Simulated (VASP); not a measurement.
# MgS (Niningerite) (Fm-3m) in VASP: a series of runs

The runs below take MgS (Niningerite) through relaxation of cell and atoms, single point, with optPBE-vdW, HSE06, RPBE.

All numbers are computed with VASP 6.6.1; they aren't measurements. Logs are shortened: lines on timing, memory, paths and dates and some standing lists are left out, and cuts for length are marked.

### 1 Starting point

Symmetry: Fm-3m, No. 225, cubic system. The conventional cell has a = 5.203 Å, b = 5.203 Å, c = 5.203 Å, α = 90.00°, β = 90.00°, γ = 90.00°. S (site symmetry m-3m) is surrounded by 6 Mg at 2.60 Å. Mg (site symmetry m-3m) has 6 S at 2.60 Å as nearest neighbours.

### 2 Relaxation of cell and atoms, optPBE-vdW, target pressure 50 GPa, at which the enthalpy is minimised

The input, run.py:

```python
from ase.calculators.vasp import Vasp
from ase.spacegroup import crystal

atoms = crystal(
    ['S', 'Mg'],
    basis=[[0.5, 0.0, 0.0], [0.0, 0.0, 0.0]],
    spacegroup=225,
    setting=1,
    cellpar=[5.2033, 5.2033, 5.2033, 90.0, 90.0, 90.0],
    primitive_cell=True,
)
calc = Vasp(
    directory='calc',
    xc='optpbe-vdw',
    pp='PBE',
    setups='recommended',
    prec='Accurate',
    encut=600,
    ediff=1e-06,
    ismear=0,
    sigma=0.05,
    lreal=False,
    lasph=True,
    nelm=60,
    algo='Fast',
    isif=3,
    lwave=False,
    lcharg=False,
    ibrion=2,
    nsw=40,
    ediffg=-0.01,
    amix=0.2,
    bmix=0.0001,
    amix_mag=0.8,
    bmix_mag=0.0001,
    pstress=500,
    kpts=[9, 9, 9],
    gamma=True,
)
atoms.calc = calc

print('energy (eV):', atoms.get_potential_energy())
print('free energy (eV):', atoms.get_potential_energy(force_consistent=True))
print('forces (eV/A):')
print(atoms.get_forces())
print('stress (eV/A^3, Voigt):', atoms.get_stress())
print('Fermi level (eV):', calc.get_fermi_level())
print('cell (A, degrees):', atoms.cell.cellpar())
print('volume (A^3):', atoms.get_volume())
print('scaled positions:')
print(atoms.get_scaled_positions())
```

Potentials or basis: VASP PAW PBE potentials, release 64 (S, Mg).

Command:

```sh
> python run.py
```

The log of the run:

```text
<dir> UserWarning: vdW has been enabled, however no location for the vdw_kernel.bindat file has been specified. Set ASE_VASP_VDW environment variable to copy the vdW kernel.
  warnings.warn(
energy (eV): -4.308282778248573
free energy (eV): -4.308282778248573
forces (eV/A):
[[-0. -0.  0.]
 [ 0.  0. -0.]]
stress (eV/A^3, Voigt): [-0.31194458 -0.31194458 -0.31194458 -0.         -0.         -0.        ]
Fermi level (eV): 7.33383246
cell (A, degrees): [ 3.30684825  3.30684825  3.30684825 60.         60.         60.        ]
volume (A^3): 25.569827676023728
scaled positions:
[[0.5 0.5 0.5]
 [0.  0.  0. ]]
```

OUTCAR:

```text
AMIX = 0.200000
   AMIX_MAG = 0.800000
   ENCUT = 600.000000
   PSTRESS = 500.000000
   EDIFF = 1.00e-06
   EDIFFG = -1.00e-02
   GGA = OR
   PREC = Accurate
   IBRION = 2
   ISIF = 3
   ISMEAR = 0
   NELM = 60
   NSW = 40
   LASPH = .TRUE.
   LREAL = .FALSE.

 ion  position               nearest neighbor table
   1  0.500  0.500  0.500-   2 2.60   2 2.60   2 2.60   2 2.60   2 2.60   2 2.60
   2  0.000  0.000  0.000-   1 2.60   1 2.60   1 2.60   1 2.60   1 2.60   1 2.60

  LATTYP: Found a face centered cubic cell.
 ALAT       =     5.2033000000

  Lattice vectors:

 A1 = (   0.0000000000,   2.6016500000,   2.6016500000)
 A2 = (   2.6016500000,   0.0000000000,   2.6016500000)
 A3 = (   2.6016500000,   2.6016500000,   0.0000000000)

Analysis of symmetry for initial positions (statically):
=====================================================================
 Subroutine PRICEL returns:
 Original cell was already a primitive cell.

 Routine SETGRP: Setting up the symmetry group for a
 face centered cubic supercell.

 Subroutine GETGRP returns: Found 48 space group operations
 (whereof 48 operations were pure point group operations)
 out of a pool of 48 trial point group operations.

The static configuration has the point symmetry O_h .

Analysis of symmetry for dynamics (positions and initial velocities):
=====================================================================
 Subroutine PRICEL returns:
 Original cell was already a primitive cell.

 Routine SETGRP: Setting up the symmetry group for a
 face centered cubic supercell.

 Subroutine GETGRP returns: Found 48 space group operations
 (whereof 48 operations were pure point group operations)
 out of a pool of 48 trial point group operations.

The dynamic configuration has the point symmetry O_h .

 Subroutine INISYM returns: Found 48 space group operations
 (whereof 48 operations are pure point group operations),
 and found     1 'primitive' translations

----------------------------------------------------------------------------------------

                                     Primitive cell

  volume of cell :      35.2190

  direct lattice vectors                    reciprocal lattice vectors
     0.000000000  2.601650000  2.601650000    -0.192185728  0.192185728  0.192185728
     2.601650000  0.000000000  2.601650000     0.192185728 -0.192185728  0.192185728
     2.601650000  2.601650000  0.000000000     0.192185728  0.192185728 -0.192185728

  length of vectors
     3.679288715  3.679288715  3.679288715     0.332875446  0.332875446  0.332875446

  position of ions in fractional coordinates (direct lattice)
     0.500000000  0.500000000  0.500000000
     0.000000000  0.000000000  0.000000000

  ion indices of the primitive-cell ions
   primitive index   ion index
                 1           1
                 2           2

----------------------------------------------------------------------------------------

 KPOINTS: KPOINTS created by Atomic Simulation Env

Automatic generation of k-mesh.
 Grid dimensions read from file:
 generate k-points for:    9    9    9

 Generating k-lattice:

  Cartesian coordinates                     Fractional coordinates (reciprocal lattice)
    -0.021353970  0.021353970  0.021353970     0.111111111  0.000000000  0.000000000
     0.021353970 -0.021353970  0.021353970     0.000000000  0.111111111  0.000000000
     0.021353970  0.021353970 -0.021353970     0.000000000  0.000000000  0.111111111

  Length of vectors
     0.036986161  0.036986161  0.036986161

  Shift w.r.t. Gamma in fractional coordinates (k-lattice)
     0.000000000  0.000000000  0.000000000

 Subroutine IBZKPT returns following result:
 ===========================================

 Found     35 irreducible k-points:

 Following reciprocal coordinates:
            Coordinates               Weight
  0.000000  0.000000  0.000000      1.000000
  0.111111  0.000000  0.000000      8.000000
  0.222222  0.000000  0.000000      8.000000
  0.333333  0.000000  0.000000      8.000000
  0.444444  0.000000  0.000000      8.000000
  0.111111  0.111111  0.000000      6.000000
[... 16 lines left out ...]
 -0.333333  0.333333  0.000000     12.000000
  0.444444  0.444444  0.000000      6.000000
 [... further k-points ...]
   k-points           NKPTS =     35   k-points in BZ     NKDIM =     35   number of bands    NBANDS=      8
   number of dos      NEDOS =    301   number of ions     NIONS =      2
   total plane-waves  NPLWV =  27000
   dimension x,y,z NGX =    30 NGY =   30 NGZ =   30
   dimension x,y,z NGXF=    60 NGYF=   60 NGZF=   60
   ions per type =               1   1
   NGX,Y,Z   is equivalent  to a cutoff of  13.56, 13.56, 13.56 a.u.
   NGXF,Y,Z  is equivalent  to a cutoff of  27.11, 27.11, 27.11 a.u.
 SYSTEM =  unknown system
   PREC   = accura    normal or accurate (medium, high low for compatibility)
   ISTART =      0    job   : 0-new  1-cont  2-samecut
   ICHARG =      2    charge: 1-file 2-atom 10-const
   ISPIN  =      1    spin polarized calculation?
   LNONCOLLINEAR =      F non collinear calculations
   LSORBIT =      F    spin-orbit coupling
   LASPH  =      T    aspherical Exc in radial PAW
   ENCUT  =  600.0 eV  44.10 Ry    6.64 a.u.   7.35  7.35  7.35*2*pi/ulx,y,z
   NELM   =     60;   NELMIN=  2; NELMDL= -5     # of ELM steps
   EDIFF  = 0.1E-05   stopping-criterion for ELM
   LREAL  =      F    real-space projection
   EDIFFG = -.1E-01   stopping-criterion for IOM
   NSW    =     40    number of steps for IOM
   IBRION =      2    ionic relax: 0-MD 1-quasi-New 2-CG
   NFREE  =      1    steps in history (QN), initial steepest desc. (CG)
   ISIF   =      3    stress and relaxation
   ISYM   =      2    0-nonsym 1-usesym 2-fastsym
   POTIM  = 0.5000    time-step for ionic-motion
   TEBEG  =    0.0;   TEEND  =   0.0 temperature during run
   PSTRESS=  500.0 pullay stress
   NELECT =       8.0000    total number of electrons
   NUPDOWN=      -1.0000    fix difference up-down
   EMIN   =  10.00;   EMAX   =-10.00  energy-range for DOS
   EFERMI =   0.00;   METHOD = LEGACY
   ISMEAR =     0;   SIGMA  =   0.05  broadening in eV -4-tet -1-fermi 0-gaus
   EFERMI_NEDOS =   21; number of points for ismear=-14 and -15
   IALGO  =     68    algorithm
   IMIX   =      4    mixing-type and parameters
     AMIX     =   0.20;   BMIX     =  0.00
     AMIX_MAG =   0.80;   BMIX_MAG =  0.00
  volume/ion in A,a.u.               =      17.61       118.83
  Fermi-wavevector in a.u.,A,eV,Ry     =   0.998878  1.887606 13.575323  0.997758
  Thomas-Fermi vector in A             =   2.131131
   LORBIT       =      0    0 simple, 1 ext, 2 COOP (PROOUT), +10 PAW based schemes
   GGA     = OR    functional components
   LHFCALC =     F    Hartree Fock is set to
   AEXX    =    0.0000 exact exchange contribution
   IVDW_NL    =     1    kernel type
   BPARAM     = 6.3000
   IVDW    =     0    specifies the selected vdW correction
   LEPSILON=     F    determine dielectric tensor
   LRPA    =     F    only Hartree local field effects (RPA)
 conjugate gradient relaxation of ions
 non-spin polarized calculation
 RMM-DIIS sequential band-by-band and
 Gauss-broadening in eV      SIGMA  =   0.05
  energy-cutoff  :      600.00
  volume of cell :       35.22
 maximum number of plane-waves:      1211
 NGX is ok and might be reduce to    30
   NGX = 15   NGY = 15   NGZ = 15

--------------------------------------- Ionic step        1  -------------------------------------------

 number of electron       7.9999999 magnetization

 Free energy of the ion-electron system (eV)
  ---------------------------------------------------
  ext. energy  EPLUGINS =         0.00000000
  ---------------------------------------------------
  free energy    TOTEN  =        -5.50212054 eV

  energy without entropy =       -5.50212054  energy(sigma->0) =       -5.50212054

 E-fermi :   3.9711     XC(G=0):  -9.6004

 val. band max:        3.6868749963   @ k =   0.0000   0.0000   0.0000
 cond. band min:       6.6958783301   @ k =   0.4444   0.4444   0.0000
 fundamental gap:      3.0090033338
 Fermi energy:         3.9711104712
[... 652 lines left out ...]
  enthalpy is  TOTEN    =         3.7387249715 eV   P V=        8.4615539359

Total vdW correction in eV:      1.5443789

[... ionic steps 4 to 15 ...]

--------------------------------------- Ionic step       16  -------------------------------------------

 number of electron       8.0000000 magnetization

------------------------ aborting loop because EDIFF is reached ----------------------------------------
[... 75 lines left out ...]
--------------------------------------- Ionic step       18  -------------------------------------------

 number of electron       8.0000000 magnetization

 Free energy of the ion-electron system (eV)
  ---------------------------------------------------
  ext. energy  EPLUGINS =         0.00000000
  ---------------------------------------------------
  free energy    TOTEN  =        -4.30828273 eV

  energy without entropy =       -4.30828273  energy(sigma->0) =       -4.30828273

 E-fermi :   7.3338     XC(G=0): -10.9839

 val. band max:        7.1107109646   @ k =   0.0000   0.0000   0.0000
 cond. band min:      10.4434249223   @ k =   0.4444   0.4444   0.0000
 fundamental gap:      3.3327139577
 Fermi energy:         7.3338324556
[... 299 lines left out ...]
  enthalpy is  TOTEN    =         3.6714293804 eV   P V=        7.9797121072

Total vdW correction in eV:      1.4914874

 reached required accuracy - stopping structural energy minimisation
```

INCAR:

```text
AGGAC = 0.000000
AMIX = 0.200000
AMIX_MAG = 0.800000
BMIX = 0.000100
BMIX_MAG = 0.000100
ENCUT = 600.000000
PSTRESS = 500.000000
SIGMA = 0.050000
EDIFF = 1.00e-06
EDIFFG = -1.00e-02
ALGO = Fast
GGA = OR
PREC = Accurate
IBRION = 2
ISIF = 3
ISMEAR = 0
NELM = 60
NSW = 40
LASPH = .TRUE.
LCHARG = .FALSE.
LUSE_VDW = .TRUE.
LWAVE = .FALSE.
LREAL = .FALSE.
```

Wall time 8.7 min (1 thread of Intel Xeon 6975P-C (Granite Rapids), shared host); peak memory 0.37 GiB.

Results:

```
Free energy                                            : -4.3083 eV
Relaxed volume                                         : 12.78 Å³/atom
Relaxed cell                                           : a = 3.307 Å, b = 3.307 Å, c = 3.307 Å, α = 60.00°, β = 60.00°, γ = 60.00°
Space group after relaxing (to 0.05 Å)                 : Fm-3m (No. 225)
Energy change on relaxing (the enthalpy is what falls) : -908.7 meV/atom
Ionic steps                                            : 18
Pressure after relaxing                                : 50.0 GPa
Band gap on the k mesh                                 : 3.33 eV, indirect (least direct gap 5.79 eV)
```

The path:
```tsv
step	energy change (eV)	largest force (eV/Å)	pressure (GPa)	volume (Å³)
1	0.0000	0.0000	1.45	35.22
2	6.6464	0.0000	420.91	14.42
3	-1.7501	0.0000	36.66	27.11
4	-1.8074	0.0000	44.40	26.15
5	-1.8174	0.0000	50.35	25.52
6	-1.8169	0.0000	48.79	25.69
7	-1.8170	0.0000	48.78	25.69
8	-1.8171	0.0000	49.00	25.67
9	-1.8171	0.0000	49.00	25.67
10	-1.8171	0.0000	49.00	25.67
11	-1.8171	0.0000	49.01	25.67
12	-1.8171	0.0000	49.02	25.67
13	-1.8171	0.0000	49.05	25.66
14	-1.8172	0.0000	49.19	25.65
15	-1.8173	0.0000	49.38	25.63
16	-1.8174	0.0000	49.77	25.59
17	-1.8173	0.0000	50.58	25.51
18	-1.8174	0.0000	49.98	25.57
```

Final structure:
```xyz
2
Lattice="0.0000 2.3383 2.3383 2.3383 0.0000 2.3383 2.3383 2.3383 0.0000" Properties=species:S:1:pos:R:3 pbc="T T T"
S     2.3383    2.3383    2.3383
Mg    0.0000    0.0000    0.0000
```

Caveat: the volume moved by over 15 % at a fixed basis, so the end points are rough; the PAW data sets were made with another functional, which shifts forces and pressure a little; an odd mesh through Γ misses points on the zone boundary, where band edges often lie.

### 3 Relaxation of cell and atoms, HSE06

The input, POSCAR:

```
MgS
1.0
    0.0000000000      2.6016500000      2.6016500000
    2.6016500000      0.0000000000      2.6016500000
    2.6016500000      2.6016500000      0.0000000000
S Mg
1 1
Direct
    0.5000000000      0.5000000000      0.5000000000
    0.0000000000      0.0000000000      0.0000000000
```

The input, INCAR.step1:

```
SYSTEM = MgS
PREC = Accurate
ENCUT = 600
EDIFF = 1E-5
ISMEAR = 0
SIGMA = 0.02
LREAL = .False.
LASPH = .True.
NELM = 80
ALGO = Normal
LWAVE = .True.
LCHARG = .False.
GGA = PE
KPAR = 4
```

The input, INCAR.step2:

```
SYSTEM = MgS
PREC = Accurate
ENCUT = 600
EDIFF = 1E-6
ISMEAR = 0
SIGMA = 0.02
LREAL = .False.
LASPH = .True.
NELM = 80
ALGO = Normal
ISIF = 3
LWAVE = .False.
LCHARG = .False.
GGA = PE
LHFCALC = .True.
HFSCREEN = 0.2
PRECFOCK = Fast
IBRION = 2
NSW = 60
EDIFFG = -0.01
ISTART = 1
KPAR = 4
```

The input, KPOINTS:

```
Automatic mesh
0
Gamma
  6 6 6
  0 0 0
```

Potentials or basis: VASP PAW PBE potentials, release 64 (S, Mg).

Command:

```sh
> cat potpaw_PBE.64/S/POTCAR potpaw_PBE.64/Mg/POTCAR > POTCAR
> cp INCAR.step1 INCAR
> mpirun -np 4 vasp_std > vasp.out
> cp INCAR.step2 INCAR
> mpirun -np 4 vasp_std > vasp.out
```

Wall time 3.6 min (4 MPI ranks of AMD EPYC 7R13 (Zen 3), shared host); peak memory 0.25 GiB.

The run converged. Its results:

```
Free energy                            : -9.9080 eV
Relaxed volume                         : 17.45 Å³/atom
Relaxed cell                           : a = 3.668 Å, b = 3.668 Å, c = 3.668 Å, α = 60.00°, β = 60.00°, γ = 60.00°
Space group after relaxing (to 0.05 Å) : Fm-3m (No. 225)
Energy gained by relaxing              : 0.3 meV/atom
Ionic steps                            : 3
Pressure after relaxing                : 0.0 GPa
Band gap on the k mesh                 : 3.79 eV, indirect (least direct gap 4.89 eV)
```

The path:
| step | energy change (eV) | largest force (eV/Å) | pressure (GPa) | volume (Å³) |
| --- | --- | --- | --- | --- |
| 1 | 0.0000 | 0.0000 | -0.71 | 35.22 |
| 2 | -0.0006 | 0.0000 | 0.20 | 34.82 |
| 3 | -0.0007 | 0.0000 | -0.01 | 34.91 |

Final structure:
```xyz
2
Lattice="0.0000 2.5940 2.5940 2.5940 0.0000 2.5940 2.5940 2.5940 0.0000" Properties=species:S:1:pos:R:3 pbc="T T T"
S     2.5940    2.5940    2.5940
Mg    0.0000    0.0000    0.0000
```

Levels at points of the mesh, in eV from the valence-band top:
```tsv
k point	band 1	band 2	band 3	band 4	band 5	band 6	band 7	band 8
(0.00, 0.00, 0.00)	-14.02	0.00	0.00	0.00	4.89	9.12	9.12	9.12
(0.50, 0.00, 0.00)	-12.57	-5.33	-0.66	-0.66	5.59	8.09	8.09	11.72
(0.50, 0.50, 0.00)	-12.15	-4.65	-1.87	-1.87	3.79	5.33	13.64	14.39
```

Caveat: the PAW data sets were made with another functional, which shifts forces and pressure a little.

(Continued in part 2 of 2.)
